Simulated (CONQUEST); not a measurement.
Wanted: the native input for a CONQUEST 1.3 run.

```yaml
Task: single point
Functional: PBE
Potentials_or_basis: PseudoDojo NC PBE, SZ, linear scaling with L range 16 bohr, grid cutoff 120 Ha
Occupations: none (density matrix without k points)
Spin: no spin polarisation
Solver: linear scaling
SCF_tolerance: 1e-05
```

The system is HgTe (Coloradoite).

```
Hg Te
1.0
     4.54599    0.00000    0.00000
     0.00000    4.54599    0.00000
     0.00000    0.00000    6.42900
Hg Te
2 2
Direct
  0.49584 0.49711 0.50026
  0.99584 0.99711 0.00026
  0.49970 0.99823 0.75049
  0.99970 0.49823 0.25049
```

The cell isn't the ideal one: atoms moved at random, drawn with an rms of 0.05 Å.

One way to write it, as run:

Conquest_input

```
IO.Title HgTe
IO.Coordinates coords.dat
IO.FractionalAtomicCoords T
IO.Iprint 2
IO.Iprint_init 1
General.NumberOfSpecies 2
General.PseudopotentialType hamann
AtomMove.TypeOfRun static
AtomMove.FullStress T
Grid.GridCutoff 120
DM.SolutionMethod ordern
DM.L_range 16
DM.LVariations 60
minE.LTolerance 1e-6
minE.SCTolerance 1e-5
SC.MaxIters 100
IO.AtomChargeOutput T
%block ChemicalSpeciesLabel
1 200.590 Hg
2 127.600 Te
%endblock
```

coords.dat

```
    8.5906751129     0.0000000000     0.0000000000
    0.0000000000     8.5906751129     0.0000000000
    0.0000000000     0.0000000000    12.1490492552
4
  0.4958390000   0.4971100000   0.5002570000 1 T T T
  0.9958390000   0.9971100000   0.0002570000 1 T T T
  0.4997025000   0.9982315000   0.7504945000 2 T T T
  0.9997025000   0.4982315000   0.2504945000 2 T T T
```

Potentials or basis: PseudoDojo NC PBE, SZ, linear scaling with L range 16 bohr, grid cutoff 120 Ha.

Run with:

```sh
$ Conquest
```

It gave:

```
Pressure         : 17.3 GPa
Largest force    : 0.120 eV/Å
Mulliken charges : Hg +0.71; Te -0.71 e
```

Caveat: the atomic basis is small; Mulliken charges move with the basis; the density matrix is cut off at a finite range, which raises the energy and shifts forces and pressure; the basis of atomic orbitals isn't converged, which shifts pressures, moduli and gaps.

Wall time 2.3 min on 1 thread of Intel(R) Xeon(R) Platinum 8375C CPU @ 2.90GHz (Ice Lake) (shared host), peak memory 0.38 GiB.
